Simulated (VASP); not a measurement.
# Ag (Im-3m) in VASP: density of states with PBE

Aim: the density of states of Ag with PBE.

All numbers are computed with VASP 6.6.1; they aren't measurements. Logs are shortened: lines on timing, memory, paths and dates and some standing lists are left out, and cuts for length are marked.

### Step 1. The structure

Symmetry: Im-3m, No. 229, cubic system. Conventional cell: a = 3.304 Å, b = 3.304 Å, c = 3.304 Å, α = 90.00°, β = 90.00°, γ = 90.00°. Ag (site symmetry m-3m) is surrounded by 8 Ag at 2.86 Å.

The cell was built by a generator and needn't be a form met in nature.

### Step 2. Density of states, PBE

File POSCAR:

```
Ag
1.0
   -1.6520506992      1.6520506992      1.6520506992
    1.6520506992     -1.6520506992      1.6520506992
    1.6520506992      1.6520506992     -1.6520506992
Ag
1
Direct
    0.0000000000      0.0000000000      0.0000000000
```

File INCAR.step1:

```
SYSTEM = Ag
ALGO = Normal ; EDIFF = 1E-6
ENCUT = 520 ; GGA = PE
ISIF = 2 ; ISMEAR = 0
LASPH = .True. ; LCHARG = .True.
LMAXMIX = 4 ; LREAL = .False.
LWAVE = .False. ; NBANDS = 12
NELM = 80 ; PREC = Accurate
SIGMA = 0.05
```

File KPOINTS.step1:

```
k-points
0
Gamma
  18 18 18
  0 0 0
```

File INCAR.step2:

```
SYSTEM = Ag
ALGO = Normal ; EDIFF = 1E-6
ENCUT = 520 ; GGA = PE
ICHARG = 11 ; ISIF = 2
ISMEAR = -5 ; LASPH = .True.
LCHARG = .False. ; LMAXMIX = 4
LORBIT = 10 ; LREAL = .False.
LWAVE = .False. ; NEDOS = 2001
NELM = 80 ; PREC = Accurate
SIGMA = 0.05
```

File KPOINTS.step2:

```
k-points
0
Gamma
  27 27 27
  0 0 0
```

Potentials or basis: VASP PAW PBE potentials, release 64 (Ag).

Started as:

```console
$ cat potpaw_PBE.64/Ag/POTCAR > POTCAR
$ cp INCAR.step1 INCAR
$ cp KPOINTS.step1 KPOINTS
$ mpirun -np 1 vasp_std > vasp.out
$ cp INCAR.step2 INCAR
$ cp KPOINTS.step2 KPOINTS
$ mpirun -np 1 vasp_std > vasp.out
```

OUTCAR:

```text
SYSTEM = Ag
   EDIFF = 1E-6
   ENCUT = 520
   GGA = PE
   ICHARG = 11
   ISIF = 2
   ISMEAR = -5
   LASPH = .True.
   LORBIT = 10
   LREAL = .False.
   NELM = 80
   PREC = Accurate

 ion  position               nearest neighbor table
   1  0.000  0.000  0.000-

  LATTYP: Found a body centered cubic cell.
 ALAT       =     3.3041013984

  Lattice vectors:

 A1 = (  -1.6520506992,   1.6520506992,   1.6520506992)
 A2 = (   1.6520506992,  -1.6520506992,   1.6520506992)
 A3 = (   1.6520506992,   1.6520506992,  -1.6520506992)

Analysis of symmetry for initial positions (statically):
=====================================================================
 Subroutine PRICEL returns:
 Original cell was already a primitive cell.

 Routine SETGRP: Setting up the symmetry group for a
 body centered cubic supercell.

 Subroutine GETGRP returns: Found 48 space group operations
 (whereof 48 operations were pure point group operations)
 out of a pool of 48 trial point group operations.

The static configuration has the point symmetry O_h .

Analysis of symmetry for dynamics (positions and initial velocities):
=====================================================================
 Subroutine PRICEL returns:
 Original cell was already a primitive cell.

 Routine SETGRP: Setting up the symmetry group for a
 body centered cubic supercell.

 Subroutine GETGRP returns: Found 48 space group operations
 (whereof 48 operations were pure point group operations)
 out of a pool of 48 trial point group operations.

The dynamic configuration has the point symmetry O_h .

 Subroutine INISYM returns: Found 48 space group operations
 (whereof 48 operations are pure point group operations),
 and found     1 'primitive' translations

----------------------------------------------------------------------------------------

                                     Primitive cell

  volume of cell :      18.0356

  direct lattice vectors                    reciprocal lattice vectors
    -1.652050699  1.652050699  1.652050699     0.000000000  0.302654150  0.302654150
     1.652050699 -1.652050699  1.652050699     0.302654150  0.000000000  0.302654150
     1.652050699  1.652050699 -1.652050699     0.302654150  0.302654150  0.000000000

  length of vectors
     2.861435748  2.861435748  2.861435748     0.428017604  0.428017604  0.428017604

  position of ions in fractional coordinates (direct lattice)
     0.000000000  0.000000000  0.000000000

  ion indices of the primitive-cell ions
   primitive index   ion index
                 1           1

----------------------------------------------------------------------------------------

 KPOINTS: k-points

Automatic generation of k-mesh.
 Grid dimensions read from file:
 generate k-points for:   27   27   27

 Generating k-lattice:

  Cartesian coordinates                     Fractional coordinates (reciprocal lattice)
     0.000000000  0.011209413  0.011209413     0.037037037  0.000000000  0.000000000
     0.011209413  0.000000000  0.011209413     0.000000000  0.037037037  0.000000000
     0.011209413  0.011209413  0.000000000     0.000000000  0.000000000  0.037037037

  Length of vectors
     0.015852504  0.015852504  0.015852504

  Shift w.r.t. Gamma in fractional coordinates (k-lattice)
     0.000000000  0.000000000  0.000000000

 TETIRR: Found  23679 inequivalent tetrahedra from   118098

 Subroutine IBZKPT returns following result:
 ===========================================

 Found    560 irreducible k-points:

 Following reciprocal coordinates:
            Coordinates               Weight
  0.000000  0.000000  0.000000      1.000000
  0.037037  0.000000  0.000000     12.000000
  0.074074  0.000000  0.000000     12.000000
  0.111111  0.000000  0.000000     12.000000
  0.148148  0.000000  0.000000     12.000000
  0.185185  0.000000  0.000000     12.000000
[... 16 lines left out ...]
  0.333333  0.037037  0.000000     48.000000
  0.370370  0.037037  0.000000     48.000000
 [... further k-points ...]
   k-points           NKPTS =    560   k-points in BZ     NKDIM =    560   number of bands    NBANDS=      9
   number of dos      NEDOS =   2001   number of ions     NIONS =      1
   total plane-waves  NPLWV =  13824
   dimension x,y,z NGX =    24 NGY =   24 NGZ =   24
   dimension x,y,z NGXF=    48 NGYF=   48 NGZF=   48
   ions per type =               1
   NGX,Y,Z   is equivalent  to a cutoff of  13.94, 13.94, 13.94 a.u.
   NGXF,Y,Z  is equivalent  to a cutoff of  27.89, 27.89, 27.89 a.u.
 SYSTEM =  Ag
   PREC   = accura    normal or accurate (medium, high low for compatibility)
   ISTART =      0    job   : 0-new  1-cont  2-samecut
   ICHARG =     11    charge: 1-file 2-atom 10-const
   ISPIN  =      1    spin polarized calculation?
   LNONCOLLINEAR =      F non collinear calculations
   LSORBIT =      F    spin-orbit coupling
   LASPH  =      T    aspherical Exc in radial PAW
   ENCUT  =  520.0 eV  38.22 Ry    6.18 a.u.   5.32  5.32  5.32*2*pi/ulx,y,z
   NELM   =     80;   NELMIN=  2; NELMDL=  0     # of ELM steps
   EDIFF  = 0.1E-05   stopping-criterion for ELM
   LREAL  =      F    real-space projection
   EDIFFG = 0.1E-04   stopping-criterion for IOM
   NSW    =      0    number of steps for IOM
   IBRION =     -1    ionic relax: 0-MD 1-quasi-New 2-CG
   NFREE  =      0    steps in history (QN), initial steepest desc. (CG)
   ISIF   =      2    stress and relaxation
   ISYM   =      2    0-nonsym 1-usesym 2-fastsym
   POTIM  = 0.5000    time-step for ionic-motion
   TEBEG  =    0.0;   TEEND  =   0.0 temperature during run
   PSTRESS=    0.0 pullay stress
   NELECT =      11.0000    total number of electrons
   NUPDOWN=      -1.0000    fix difference up-down
   EMIN   =  10.00;   EMAX   =-10.00  energy-range for DOS
   EFERMI =   0.00;   METHOD = LEGACY
   ISMEAR =    -5;   SIGMA  =   0.05  broadening in eV -4-tet -1-fermi 0-gaus
   EFERMI_NEDOS =   21; number of points for ismear=-14 and -15
   IALGO  =     38    algorithm
   IMIX   =      4    mixing-type and parameters
     AMIX     =   0.40;   BMIX     =  1.00
     AMIX_MAG =   1.60;   BMIX_MAG =  1.00
  volume/ion in A,a.u.               =      18.04       121.71
  Fermi-wavevector in a.u.,A,eV,Ry     =   1.388340  2.623581 26.225048  1.927487
  Thomas-Fermi vector in A             =   2.512475
   LORBIT       =     10    0 simple, 1 ext, 2 COOP (PROOUT), +10 PAW based schemes
   GGA     = PE    functional components
   LHFCALC =     F    Hartree Fock is set to
   AEXX    =    0.0000 exact exchange contribution
   IVDW    =     0    specifies the selected vdW correction
   LEPSILON=     F    determine dielectric tensor
   LRPA    =     F    only Hartree local field effects (RPA)
 non-spin polarized calculation
 Fermi weights with tetrahedron method with Bloechl corrections
  energy-cutoff  :      520.00
  volume of cell :       18.04
 maximum number of plane-waves:       496
 NGX is ok and might be reduce to    24

 number of electron      11.0000003 magnetization

 Free energy of the ion-electron system (eV)
  ---------------------------------------------------
  ext. energy  EPLUGINS =         0.00000000
  ---------------------------------------------------
  free energy    TOTEN  =        -2.68673868 eV

  energy without entropy =       -2.68673868  energy(sigma->0) =       -2.68673868

 E-fermi :   7.7350     XC(G=0): -11.8755

 val. band max:        7.7222688077   @ k =  -0.3704   0.4815   0.0370
 cond. band min:       7.7302146920   @ k =  -0.4444   0.4815   0.0370
 fundamental gap:      0.0079458843
 Fermi energy:         7.7349981912

 k-point     1 :       0.0000    0.0000    0.0000
  band No.  band energies     occupation
      1       0.3182      2.00000
      2       2.9636      2.00000
      3       2.9636      2.00000
      4       2.9636      2.00000
      5       4.1793      2.00000
      6       4.1793      2.00000
      7      25.4524      0.00000
      8      25.4524      0.00000
      9      25.4524      0.00000

 k-point     2 :       0.0370    0.0000    0.0000
  band No.  band energies     occupation
      1       0.3618      2.00000
      2       2.9533      2.00000
      3       2.9653      2.00000
      4       2.9875      2.00000
      5       4.1678      2.00000
      6       4.1799      2.00000
      7      25.3336      0.00000
      8      25.4398      0.00000
      9      25.4785      0.00000

 k-point     3 :       0.0741    0.0000    0.0000
  band No.  band energies     occupation
      1       0.4911      2.00000
      2       2.9232      2.00000
      3       2.9707      2.00000
      4       3.0586      2.00000
      5       4.1360      2.00000
      6       4.1821      2.00000
      7      24.9422      0.00000
      8      25.3721      0.00000
      9      25.5546      0.00000

 k-point     4 :       0.1111    0.0000    0.0000
  band No.  band energies     occupation
      1       0.6994      2.00000
      2       2.8752      2.00000
      3       2.9815      2.00000
      4       3.1747      2.00000
      5       4.0919      2.00000
      6       4.1860      2.00000
      7      24.2071      0.00000
      8      25.1700      0.00000
      9      25.6744      0.00000
[... 205 lines left out ...]
 k-point    22 :       0.2963    0.0370    0.0000
  band No.  band energies     occupation
      1       1.8268      2.00000
      2       2.4633      2.00000
      3       3.9922      2.00000
      4       4.0794      2.00000
      5       4.2762      2.00000
      6       4.6597      2.00000
      7      16.7571      0.00000
      8      21.9989      0.00000
      9      23.4522      0.00000

 k-point    23 :       0.3333    0.0370    0.0000
  band No.  band energies     occupation
      1       1.7878      2.00000
      2       2.3949      2.00000
      3       4.0364      2.00000
      4       4.2250      2.00000
      5       4.4826      2.00000
      6       5.2647      2.00000
      7      15.3596      0.00000
      8      21.5509      0.00000
      9      22.7933      0.00000

 k-point    24 :       0.3704    0.0370    0.0000
  band No.  band energies     occupation
      1       1.7322      2.00000
      2       2.3382      2.00000
      3       4.0695      2.00000
      4       4.2489      2.00000
      5       4.7198      2.00000
      6       6.0200      2.00000
      7      14.0427      0.00000
      8      21.1906      0.00000
      9      22.2490      0.00000

 [... further k-points ...]
[... 5 lines left out ...]
  --------------------------------------------------------------------------------------
  -------------------------------------------------------------------------------------
  Total       -0.1615425     -0.1615425     -0.1615425      0.0000000      0.0000000      0.0000000
  in kB      -14.3505040    -14.3505040    -14.3505040      0.0000000      0.0000000      0.0000000
  external PRESSURE =     -14.3505040 kB  Pullay stress =       0.0000000 kB

 VOLUME and BASIS-vectors are now :
 -----------------------------------------------------------------------------
  energy-cutoff  :      520.00
  volume of cell :       18.04
      direct lattice vectors                 reciprocal lattice vectors
    -1.652050699  1.652050699  1.652050699     0.000000000  0.302654150  0.302654150
     1.652050699 -1.652050699  1.652050699     0.302654150  0.000000000  0.302654150
     1.652050699  1.652050699 -1.652050699     0.302654150  0.302654150  0.000000000

 POSITION                                       TOTAL-FORCE (eV/Angst)
 -----------------------------------------------------------------------------------
      0.00000      0.00000      0.00000         0.000000      0.000000     -0.000000
 -----------------------------------------------------------------------------------
    total drift:                               -0.000000     -0.000000     -0.000000

  FREE ENERGIE OF THE ION-ELECTRON SYSTEM (eV)
  ---------------------------------------------------
  free  energy   TOTEN  =        -2.6867386820 eV

  energy  without entropy=       -2.6867386820  energy(sigma->0) =       -2.68673868

 total charge

# of ion       s       p       d       tot
------------------------------------------
    1        0.406   0.265   9.160   9.831
```

Wall time 29 s (1 thread of Intel Xeon 6975P-C (Granite Rapids), shared host); peak memory 0.25 GiB.

Results:

| Item | Value |
| --- | --- |
| Valence electrons inside the program's atomic spheres | Ag 9.83 |

States per cell in windows of 0.5 eV (zero at the Fermi level; states under -8 eV left out):
| from (eV) | total | Ag1_d | Ag1_p | Ag1_s |
| --- | --- | --- | --- | --- |
| -8.0 | 0.00 | 0.00 | 0.00 | 0.00 |
| -7.5 | 0.02 | 0.00 | 0.00 | 0.01 |
| -7.0 | 0.04 | 0.00 | 0.00 | 0.02 |
| -6.5 | 0.15 | 0.05 | 0.00 | 0.04 |
| -6.0 | 1.42 | 1.03 | 0.02 | 0.11 |
| -5.5 | 1.88 | 1.61 | 0.03 | 0.03 |
| -5.0 | 1.26 | 1.08 | 0.03 | 0.02 |
| -4.5 | 1.09 | 0.91 | 0.04 | 0.02 |
| -4.0 | 2.41 | 2.27 | 0.02 | 0.01 |
| -3.5 | 1.60 | 1.51 | 0.01 | 0.01 |
| -3.0 | 0.62 | 0.57 | 0.01 | 0.02 |
| -2.5 | 0.11 | 0.06 | 0.01 | 0.02 |
| -2.0 | 0.11 | 0.05 | 0.02 | 0.02 |
| -1.5 | 0.11 | 0.04 | 0.02 | 0.02 |
| -1.0 | 0.13 | 0.04 | 0.02 | 0.02 |
| -0.5 | 0.14 | 0.04 | 0.03 | 0.02 |
| 0.0 | 0.14 | 0.03 | 0.04 | 0.02 |
| 0.5 | 0.15 | 0.03 | 0.04 | 0.02 |
| 1.0 | 0.14 | 0.03 | 0.04 | 0.02 |
| 1.5 | 0.13 | 0.03 | 0.04 | 0.02 |
| 2.0 | 0.10 | 0.02 | 0.03 | 0.01 |
| 2.5 | 0.10 | 0.02 | 0.03 | 0.01 |
| 3.0 | 0.08 | 0.02 | 0.03 | 0.01 |
| 3.5 | 0.10 | 0.02 | 0.02 | 0.02 |
| 4.0 | 0.19 | 0.04 | 0.02 | 0.07 |
| 4.5 | 0.22 | 0.04 | 0.04 | 0.07 |
| 5.0 | 0.21 | 0.04 | 0.04 | 0.06 |
| 5.5 | 0.19 | 0.03 | 0.04 | 0.05 |
| 6.0 | 0.21 | 0.03 | 0.06 | 0.05 |
| 6.5 | 0.22 | 0.03 | 0.07 | 0.04 |
| 7.0 | 0.22 | 0.03 | 0.07 | 0.03 |
| 7.5 | 0.20 | 0.03 | 0.07 | 0.03 |

Caveat: tetrahedron occupations give inexact forces and stress in metals.
